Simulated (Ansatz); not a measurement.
LiI (rock salt, Fm-3m), DFT-r²SCAN in the program Ansatz with PAW potentials. The conduction-band minimum lies at X, with 3 equivalent valleys. Second derivatives d²E/dk² of the lowest band at one valley (eV·Å²), along Cartesian directions:

```csv
direction,d²E/dk²
[100],9.358
[010],16.55
[001],16.55
[110],12.95
[101],12.95
[011],16.51
```

### Question
Find the principal effective masses, the density-of-states mass and the conductivity mass.

### Answer
Off-diagonal terms follow from H_xy = H[110] − (H_xx + H_yy)/2, and m*/mₑ = 7.620 eV·Å² over each eigenvalue: 0.46, 0.46, 0.81. One valley's DOS mass (m₁m₂m₃)^(1/3) = 0.56, conductivity mass 3/(Σ 1/mᵢ) = 0.54 mₑ.

### Question
What effective density of states Nc follows at 300 K for parabolic valleys?

### Answer
Nc = 2.509e19 × 3 × (0.56)^(3/2) ≈ 3.2e19 cm⁻³.

### Question
With the computed static dielectric constant 18.8 (mean of the diagonal), estimate a hydrogenic donor's binding energy and radius.

### Answer
E = 13.606 eV × 0.54/18.8² ≈ 21 meV; a = 0.529 Å × ε/m* ≈ 18 Å. Semilocal masses tend to be too small where the gap is.

### Question
With ε∞ = 3.81 and ω_LO = 277 cm⁻¹, what Fröhlich coupling constant follows?

### Answer
α = (1/ε∞ − 1/ε0) √(m* × 13.606 eV/ħω_LO) = 3.1.

The r²SCAN relaxation kept the symmetry of its start; phonons on a q-mesh show no instability. Scalar-relativistic: spin–orbit coupling is off unless named, which matters more the heavier the elements.

Potentials: the later of the program's two PAW sets.
